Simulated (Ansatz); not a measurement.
`CS[SiH]` + `CNC(C)=O` → dimethylacetamide + `[SiH]S`  (substitution at a C–S bond)

Isolated molecules relaxed with PBE0-D4/def2-TZVP in Ansatz; ΔE leaves out vibrations. CBS: MP2 limit from def2 TZ/QZ plus the TZ coupled-cluster correction, frozen cores. This one scheme is used for every species. DFT in def2-TZVPP. B3LYP here is the variant with VWN-RPA as its local correlation; programs differ in this.

| level | ΔE (kJ/mol) | difference from CCSD(T)/CBS |
| --- | --- | --- |
| PBE-D4 | 26.4 | 3.6 |
| PBE0-D4 | 24.9 | 2.1 |
| ωB97M-V | 21.6 | -1.2 |
| B2PLYP | 24.5 | 1.7 |
| PBE | 28.7 | 5.9 |
| r2SCAN | 26.3 | 3.5 |
| B3LYP | 26.7 | 3.9 |
| HF/def2-TZVPP | 24.3 | 1.5 |
| MP2/def2-TZVPP | 20.8 | -2.0 |
| SCS-MP2/def2-TZVPP | 20.2 | -2.6 |
| CCSD/def2-TZVPP | 17.9 | -4.9 |
| HF/def2-QZVPP | 24.7 | 1.9 |
| MP2/def2-QZVPP | 23.5 | 0.7 |
| SCS-MP2/def2-QZVPP | 23.0 | 0.2 |
| MP2/CBS(def2) | 25.4 | 2.6 |
| CCSD/CBS(def2) | 22.5 | -0.3 |
| CCSD(T)/CBS | 22.8 | 0 |

Largest T1 diagnostic among the species: 0.016.

The D4 term adds −3.2 kJ/mol with B3LYP and −2.0 kJ/mol with PBE0; it sums over pairs of atoms, weighted by their polarisabilities, and B3LYP, whose exchange is more repulsive, gets the larger term. In def2-TZVPP, CCSD(T) changes the Hartree–Fock value by −6.2 kJ/mol (the triples alone add +0.2 kJ/mol) and MP2 by −3.6 kJ/mol.

CCSD(T)/CBS has its own doubt, a few kJ/mol and more with outer-core shells, so smaller differences from it don't rank the levels.
